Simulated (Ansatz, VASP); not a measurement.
Sb: VASP beside Ansatz

File INCAR:

```
SYSTEM = Sb
  ALGO = Normal
  EDIFF = 1E-7
  EDIFFG = -0.01
  ENCUT = 600
  GGA = PS
  IBRION = 2
  ISIF = 3
  ISMEAR = 0
  LASPH = .TRUE.
  LCHARG = .FALSE.
  LREAL = .FALSE.
  LWAVE = .FALSE.
  NELM = 100
  NSW = 100
  PREC = Accurate
  SIGMA = 0.1
```

The input KPOINTS:

```
k-points
0
G
  14 14 14
  0 0 0
```

Contents of POSCAR:

```
Sb
1.0
    0.0000000000      3.4029968061      3.4029968061
    3.4029968061      0.0000000000      3.4029968061
    3.4029968061      3.4029968061      0.0000000000
Sb
2
Direct
    0.0000000000      0.0000000000      0.0000000000
    0.2500000000      0.2500000000      0.2500000000
```

Input for Ansatz:

```yaml
crystal:
  lattice:
    - [0.0, 3.4029968061, 3.4029968061]
    - [3.4029968061, 0.0, 3.4029968061]
    - [3.4029968061, 3.4029968061, 0.0]
  atoms:
    - { symbol: Sb, position: [0.0, 0.0, 0.0] }
    - { symbol: Sb, position: [0.25, 0.25, 0.25] }
basis:
  ecutwfc: 420
kpoints:
  mp_grid: { grid: [14, 14, 14] }
hamiltonian:
  xc: pbesol
scf:
  occupations: { method: gaussian, width: 0.1 }
output:
  forces: true
  stress: true
  eigenvalues: true
relax:
  adjacent_minimum: "off"
  f_tol: 0.01
  max_steps: 80
  cell: { stress_tol: 0.05 }
```

Alike in both runs: task relaxation of cell and atoms; functional PBEsol; k mesh 14 × 14 × 14; occupations gaussian, width 0.1 eV; no spin polarisation.

|  | VASP | Ansatz |
| --- | --- | --- |
| version | VASP 6.6.1 | Ansatz 0.2.0 |
| potentials or method | VASP PAW PBE potentials, release 64 (Sb) | scalar-relativistic, plane waves, PAW |
| plane-wave cutoff (eV) | 600 | 420 |
| valence electrons in the cell | 10 | 30 |

```csv
,VASP,Ansatz,Ansatz less VASP
"gap on the k mesh at the Fermi level, each at its own relaxed structure (eV)",none,none,-
relaxed volume (Å³/atom),40.68,40.59,-0.092
relaxed cell length with the largest relative difference (Å),4.864,4.860,-0.0037
energy change over the relaxation (meV/atom),-5,-4,+0.8
```

A gap of «none» marks a metal or a gap that the smearing closes. The two sets of potentials don't hold the same shells in valence.

Caveats: the PAW data sets were made with another functional, which shifts forces and pressure a little (VASP). Spin-orbit coupling is left out, which matters for the levels of Sb.
